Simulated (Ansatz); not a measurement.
# CoPtO2 (R-3m) in Ansatz: notebook, part 2 of 2

Ansatz 0.2.0. The steps go on from the part before.

**7. Band structure, PBEsol, collinear spin, ferromagnetic start**

input.yaml reads:

```yaml
crystal:
  lattice:
    - [1.4122699173, 0.8153744169, 5.9393891094]
    - [-1.4122699173, 0.8153744169, 5.9393891094]
    - [0.0, -1.6307488338, 5.9393891094]
  atoms:
    - { symbol: Pt, position: [0.0, 0.0, 0.0] }
    - { symbol: Co, position: [0.5, 0.5, 0.5], spin: 2.0 }
    - { symbol: O, position: [0.11224403, 0.11224403, 0.11224403] }
    - { symbol: O, position: [0.88775597, 0.88775597, 0.88775597] }
kpoints:
  mp_grid: { grid: [11, 11, 11] }
  band_path:
    path: [[0.0, 0.0, 0.0], [0.5, 0.0, 0.0], [0.5, 0.179230997, -0.179230997]]
    npoints: 10
scf:
  occupations: { method: fermi_dirac, width: 0.05 }
hamiltonian:
  xc: pbesol
  pseudopotentials:
    kind: all_electron
    lapw: { basis_error: 0.002 }
    dirac_shells: { Co: ["2p"], Pt: ["4p", "4d"] }
magnetization:
  spin_polarized: true
output:
  forces: true
  stress: true
  eigenvalues: true
```

Potentials or basis: all-electron LAPW, inner shells corrected to Dirac's equation.

Launch:

```console
$ ansatz run input.yaml --threads 4 --pin off --max-ram 12288MiB --backend cpu --events-out ev --progress --plain --runs-dir out
```

What it wrote:

```text
Warning: RAYON_NUM_THREADS=4 ignored (pool sized by the plan → 4); use --threads N
LAPW: plane waves up to 10.585 Å⁻¹, error target 2.0e-3 eV per atom; small_component_spin mean_spin; O in spheres of 0.852 Å, 8 of its electrons in bands, Dirac shells []; Co in spheres of 1.045 Å, 17 of its electrons in bands, Dirac shells [2p]; Pt in spheres of 1.114 Å, 48 of its electrons in bands, Dirac shells [2p, 3p, 4p, 3d, 4d] (how accurate: hamiltonian.pseudopotentials.lapw.basis_error, Limitations)
Engine: ansatz 0.2.0, x86_64-unknown-linux-gnu
Pseudopotentials: kind: all_electron
Pseudopotential: Pt, LAPW, valence charge 48, lapw/all_electron/scalar/gaussian/Pt, Koelling and Harmon's equation with Dirac's for 2p 3p 4p 3d 4d, gaussian nucleus
Pseudopotential: Co, LAPW, valence charge 17, lapw/all_electron/scalar/gaussian/Co, Koelling and Harmon's equation with Dirac's for 2p, gaussian nucleus
Pseudopotential: O, LAPW, valence charge 8, lapw/all_electron/scalar/gaussian/O, Koelling and Harmon's equation, gaussian nucleus
Functional definition: PBEsol
  exchange = pbesol_x
  correlation = pbesol_c
Crystal: 4 atoms, lattice volume = 41.036 Å³
Basis set: ecut = 426.88472558904755 eV, 849 PW (Γ), FFT grids on a1−a3, a2−a3, a3, exchange–correlation at level 2
Bands: 50, of which v1, the nominal top of the filled ones, is band 41 counted from 1 (40 counted from 0)
Symmetry: 12 space group operations
Space group: R-3m (ITA 166), of the structure as read, at distance tolerance 3.4e-5 Å
Magnetic group: BNS 166.97 (UNI 1327), of the structure as read, at distance tolerance 3.4e-5 Å
k-points: 146 of 1331
Non-local potential: Pt, projectors of the file, none
Non-local potential: Co, projectors of the file, none
Non-local potential: O, projectors of the file, none
[... 37 lines left out ...]
Internal energy: -543683.884884 eV  (E = F + TS)
E sigma→0 (E₀):  -543683.886863 eV
Entropy (-TS):   -0.003958 eV (-0.989 meV/atom)
Fermi energy:    18.613159 eV
--- Per-component energies (eV) ---
  E_band       = -8833.033367
  E_kinetic    = 616103.615108
  E_xc         = -11621.735841
  E_electrostatic = -1148165.764152  (all electrons and nuclei)
  E_smearing   = -0.003958  (= −TS)
  E_closure    = 0.000000  (closes the sum)
  E_atoms      = -543653.841140  (free atoms, spherical and without spin; not in F)
  Σ components = -543683.888842   (vs F -543683.888842, Δ=0.00e0)
  Basis errors (estimates in eV, not in F): energy 8.6e-4 per atom: plane waves 7.8e-4 (4.6e-4 summed), levels above the bands 9.4e-126, relativity 1.3e-7, radial functions 8.0e-5, core shells 1.0e-6; eigenvalues (radial functions only) 4.7e-6; not estimated: angular momenta, meshes, grids; target (lapw.basis_error) 2.0e-3; muffin-tin radii O 0.852 Å, Co 1.045 Å, Pt 1.114 Å
--- Forces (eV/Å), atoms counted from 1 ---
  atom   1  Pt    -0.00000000     0.00000000     0.00000000
  atom   2  Co     0.00000000     0.00000000     0.00000000
  atom   3  O      0.00000000     0.00000000    -0.00095900
  atom   4  O     -0.00000000    -0.00000000     0.00095900
  max |Σ_I F_I| component: 2.31e-18 eV/Å
--- Stress (GPa, compression-positive) ---
       -3.908594       0.000000       0.000000
        0.000000      -3.908594       0.000000
        0.000000       0.000000      -6.453071
  P = ⅓ Tr σ = -4.7568 GPa (-47.568 kbar)
--- Band table (eV; the first three rows and the last of 292) ---
  k-point 0 ↑: bands = ["-496.8003", "-496.6310", "-496.6310", "-487.3926", "-487.3926", "-284.6461", "-284.4436", "-284.4436", "-284.3892", "-284.3892", "-80.1122", "-76.7966", "-48.8089", "-48.7254", "-48.7254", "-48.5633", "-48.5633", "-48.5556", "-48.5528", "-40.2240", "-40.2240", "-40.2046", "-34.6785", "-33.9577", "-33.9577", "-3.0318", "-1.0693", "8.7941", "11.4685", "11.9739", "11.9739", "13.9254", "15.2187", "15.2187", "15.3983", "15.3983", "16.6835", "16.6835", "16.9782", "16.9782", "17.1026", "20.4425", "20.4425", "21.3039", "23.9316", "27.4420", "29.9795", "34.1090", "35.7475", "35.7475"]
  k-point 1 ↑: bands = ["-496.8003", "-496.6310", "-496.6310", "-487.3926", "-487.3926", "-284.6461", "-284.4436", "-284.4436", "-284.3892", "-284.3892", "-80.1109", "-76.7960", "-48.8088", "-48.7255", "-48.7254", "-48.5633", "-48.5633", "-48.5555", "-48.5530", "-40.2303", "-40.2255", "-40.2036", "-34.6757", "-33.9811", "-33.9635", "-2.9334", "-1.0613", "8.9193", "11.6819", "11.7115", "12.0197", "14.1628", "14.7025", "14.9367", "15.2947", "15.6204", "16.5538", "16.7202", "16.9582", "17.1514", "17.1569", "20.2494", "20.3626", "21.4411", "24.4350", "27.6707", "30.3940", "34.2681", "34.7544", "36.0531"]
  k-point 2 ↑: bands = ["-496.8003", "-496.6310", "-496.6310", "-487.3926", "-487.3926", "-284.6461", "-284.4436", "-284.4436", "-284.3892", "-284.3892", "-80.1074", "-76.7944", "-48.8087", "-48.7257", "-48.7255", "-48.5633", "-48.5631", "-48.5551", "-48.5535", "-40.2473", "-40.2295", "-40.2010", "-34.6683", "-34.0433", "-33.9790", "-2.6574", "-1.0432", "9.2526", "11.1884", "12.1431", "12.2297", "13.7191", "14.4265", "14.4321", "15.1101", "16.0943", "16.1920", "16.7115", "16.9872", "17.3430", "17.5229", "19.8602", "20.1673", "21.7092", "25.6141", "28.3000", "31.4341", "33.1281", "33.6044", "35.3430"]
  k-point 145 ↓: bands = ["-496.8003", "-496.6310", "-496.6310", "-487.3926", "-487.3926", "-284.6461", "-284.4436", "-284.4436", "-284.3892", "-284.3892", "-80.1109", "-76.7960", "-48.8088", "-48.7255", "-48.7254", "-48.5633", "-48.5633", "-48.5555", "-48.5530", "-40.2303", "-40.2255", "-40.2036", "-34.6758", "-33.9811", "-33.9635", "-2.6873", "-1.4465", "10.5337", "10.9975", "11.9013", "12.1601", "12.5590", "14.0341", "14.3742", "15.2708", "15.6079", "16.7428", "16.8263", "17.5618", "17.8716", "17.9022", "19.7880", "19.9521", "22.5583", "23.4702", "27.5024", "30.2063", "34.1264", "36.1432", "36.2868"]
```

bands.tsv:

```text
[... 30 lines left out ...]
```

Run time: 1.8 min. Hardware: 4 threads of Intel Xeon Platinum 8259CL at 2.50GHz (Skylake/Cascade Lake), shared host; peak memory 1.9 GiB.

Results:

| Property | Result |
| --- | --- |
| Free energy | -543683.8888 eV |
| Pressure | -4.8 GPa |
| Band gap along the path | none (metal or under the smearing width) |
| Net moment | 0.00 μB per cell |
| Absolute moment | 0.00 μB per cell |

Levels at the corners of the path, in eV from the Fermi level:
Spin up:
| point | band 37 | band 38 | band 39 | band 40 | band 41 | band 42 | band 43 | band 44 |
| --- | --- | --- | --- | --- | --- | --- | --- | --- |
| Γ | -1.93 | -1.93 | -1.63 | -1.63 | -1.51 | 1.83 | 1.83 | 2.69 |
| L | -1.46 | -1.20 | -0.96 | 0.01 | 0.99 | 1.27 | 1.27 | 2.37 |
| B1 | -2.40 | -1.51 | -1.31 | -0.93 | 0.45 | 1.01 | 1.56 | 6.94 |
Spin down:
| point | band 37 | band 38 | band 39 | band 40 | band 41 | band 42 | band 43 | band 44 |
| --- | --- | --- | --- | --- | --- | --- | --- | --- |
| Γ | -1.93 | -1.93 | -1.63 | -1.63 | -1.51 | 1.83 | 1.83 | 2.69 |
| L | -1.46 | -1.20 | -0.96 | 0.01 | 0.99 | 1.27 | 1.27 | 2.37 |
| B1 | -2.40 | -1.51 | -1.31 | -0.93 | 0.45 | 1.01 | 1.56 | 6.94 |

Caveat: the starting moments collapsed, and a magnetic state may lie lower; spin-orbit coupling is left out, which moves the levels of the heavy elements; semilocal functionals often make such compounds metallic where correlation or magnetic order opens a gap, which also shifts bond lengths; the starting moments weren't kept.
